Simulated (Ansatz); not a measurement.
SnSe (Pnma), a sublattice moved along a line

Computed with Ansatz, DFT r2SCAN, scalar-relativistic, plane waves, PAW. Cutoff 500 eV, Γ-centred 4×8×6 k-points, Gaussian smearing of 0.05 eV. No spin polarisation. Energies are free energies at this smearing, counted from the undisturbed cell; pressure is positive in compression.

The undisturbed cell (relaxed at this level):

```xyz
8
Lattice="11.6794 0.0000 0.0000 0.0000 4.1263 0.0000 0.0000 0.0000 4.6927" Properties=species:S:1:pos:R:3 pbc="T T T"
Sn    1.4024    1.0316    0.5821
Sn   10.2770    3.0947    4.1106
Sn    4.4373    3.0947    2.9285
Sn    7.2420    1.0316    1.7642
Se    9.9523    1.0316    2.2907
Se    1.7271    3.0947    2.4020
Se    7.5668    3.0947    4.6370
Se    4.1126    1.0316    0.0557
```

Every Se atom is moved by x along the Cartesian unit vector (-0.982, 0.000, -0.191); the cell and all other atoms stay fixed.

```csv
x (Å),ΔE (meV/cell)
-0.2000,293.5
-0.1000,71.7
0.0000,0.0
0.1500,162.8
```

(1) Predict the gap on the mesh (eV) at each point.

## Answers

(1)
```tsv
x (Å)	gap on the mesh (eV)
-0.2000	0.76
-0.1000	0.97
0.0000	1.06
0.1500	0.87
```

Cost: 4 runs of about 11 core-minutes in all, on Oxide Virtual Turin-like Processor (Zen 5) (shared hosts).